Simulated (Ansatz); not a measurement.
antiNiAs-structured BaTe

The computed numbers are results of PBE, scalar-relativistic (no spin polarisation) in the plane-wave PAW code Ansatz at 420 eV, Γ-centred 8×8×6 mesh, 0.05 eV Gaussian smearing. The datasets are Ansatz's generated set soft_2.

```
Ba Te
1.0
     4.84884    0.00000    0.00000
    -2.42442    4.19922    0.00000
     0.00000    0.00000    8.60018
Ba Te
2 2
Direct
  0.33333 0.66667 0.25000
  0.66667 0.33333 0.75000
  0.00000 0.00000 0.00000
  0.00000 0.00000 0.50000
```

This is a trial structure: the heavier alkaline earths' oxides and chalcogenides take the rock-salt structure.

The cell above was scaled in volume, and shape and atoms were relaxed at each volume within its symmetry. Energies are counted from the cell above.

Cell and atoms are those of this level's equilibrium.

| V (Å³/atom) | ΔE (meV/atom) | P from the stress (GPa) |
| --- | --- | --- |
| 41.370 | 12.63 | 1.75 |
| 42.027 | 6.57 | 1.24 |
| 42.902 | 1.61 | 0.59 |
| 43.778 | 0.00 | 0.01 |
| 44.653 | 1.40 | -0.52 |
| 45.529 | 5.48 | -0.98 |
| 46.842 | 16.15 | -1.61 |
| 48.156 | 31.43 | -2.13 |

Q: Do the energies and the pressures agree? Compare −ΔE/ΔV between neighbouring points (1 meV/Å³ = 0.1602 GPa) with the mean of their pressures.

A: 
| interval (Å³/atom) | −ΔE/ΔV (GPa) | mean P (GPa) |
| --- | --- | --- |
| 41.37 to 42.03 | 1.5 | 1.5 |
| 42.03 to 42.90 | 0.9 | 0.9 |
| 42.90 to 43.78 | 0.3 | 0.3 |
| 43.78 to 44.65 | -0.3 | -0.3 |
| 44.65 to 45.53 | -0.7 | -0.7 |
| 45.53 to 46.84 | -1.3 | -1.3 |
| 46.84 to 48.16 | -1.9 | -1.9 |
They differ by 0.02 GPa at most.

Q: What do the two routes give for V0, B0 and B0′?

A: A third-order Birch–Murnaghan fit of the energies: V0 = 43.79 Å³/atom, B0 = 27 GPa, B0′ = 4.2. A polynomial of P in ln V, with B = −dP/d ln V at P = 0: V0 = 43.80 Å³/atom, B0 = 28 GPa, B0′ = 4.0.

B0·V0 = 27.4 GPa × 43.79 Å³ = 7.48 eV/atom sets the scale: near the minimum ΔE ≈ ½ B0 V0 x², with x = V/V0 − 1, and a pressure of 0.27 GPa squeezes the volume by about 1 %. At the ends of the curve: x = −5.5 % predicts 11.4 meV/atom and the run gives 12.6; x = +10.0 % predicts 37.1 meV/atom and the run gives 31.4. The lopsidedness is anharmonic: atoms resist being pushed together more than being pulled apart.

 Spin–orbit coupling, which matters for such heavy elements, is left out.
